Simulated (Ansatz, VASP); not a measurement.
# Mg: VASP beside Ansatz

INCAR

```
  ALGO = Normal
  EDIFF = 1E-7
  ENCUT = 520
  GGA = PS
  ISIF = 2
  ISMEAR = -1
  LASPH = T
  LCHARG = F
  LREAL = F
  LWAVE = F
  NBANDS = 9
  NELM = 100
  PREC = Accurate
  SIGMA = 0.05
```

KPOINTS

```
k-points
0
Gamma
  6 6 3
```

File POSCAR:

```
Mg
1.0
    3.2093000000      0.0000000000      0.0000000000
   -1.6046500000      2.7793353284      0.0000000000
    0.0000000000      0.0000000000      5.2103000000
Mg
2
Direct
    0.6666666667      0.3333333333      0.7500000000
    0.3333333333      0.6666666667      0.2500000000
```

Contents of input.yaml:

```yaml
crystal:
  lattice:
    - [3.2093, 0.0, 0.0]
    - [-1.60465, 2.7793353284, 0.0]
    - [0.0, 0.0, 5.2103]
  atoms:
    - { symbol: Mg, position: [0.6666666667, 0.3333333333, 0.75] }
    - { symbol: Mg, position: [0.3333333333, 0.6666666667, 0.25] }
hamiltonian:
  xc: pbesol
  pseudopotentials: { kind: paw }
kpoints:
  mp_grid: { grid: [6, 6, 3] }
  band_path:
    path:
      - [[0.0, 0.0, 0.0], [0.5, 0.0, 0.0], [0.3333333333, 0.3333333333, 0.0], [0.0, 0.0, 0.0], [0.0, 0.0, 0.5], [0.5, 0.0, 0.5], [0.3333333333, 0.3333333333, 0.5], [0.0, 0.0, 0.5]]
      - [[0.5, 0.0, 0.5], [0.5, 0.0, 0.0]]
      - [[0.3333333333, 0.3333333333, 0.0], [0.3333333333, 0.3333333333, 0.5]]
    npoints: 14
scf:
  occupations: { method: fermi_dirac, width: 0.05 }
  n_extra_bands: 6
output:
  forces: true
  stress: true
  eigenvalues: true
  fatbands: false
```

Alike in both runs: functional PBEsol; k mesh 6 × 6 × 3; occupations fermi-dirac, width 0.05 eV; no spin polarisation.

|  | VASP | Ansatz |
| --- | --- | --- |
| version | VASP 6.6.1 | Ansatz 0.2.0 |
| potentials or method | VASP PAW PBE potentials, release 64 (Mg) | Ansatz PAW |
| plane-wave cutoff (eV) | 520 | 420 |
| valence electrons in the cell | 4 | 20 |
| task | single point | band structure |

|  | VASP | Ansatz | Ansatz less VASP |
| --- | --- | --- | --- |
| gap on the k mesh at the Fermi level (eV) | none | none | - |
| pressure (GPa) | -1.1 | -1.0 | +0.06 |

A gap of «none» marks a metal or a gap that the smearing closes. The two sets of potentials don't hold the same shells in valence.

Caveats: the k mesh is coarse (spacing up to 0.40 Å⁻¹), so the values aren't converged; the PAW data sets were made with another functional, which shifts forces and pressure a little (VASP); the PAW data sets come from PBE, with cores solved anew for the run's functional, which leaves a small shift of forces and pressure (Ansatz).
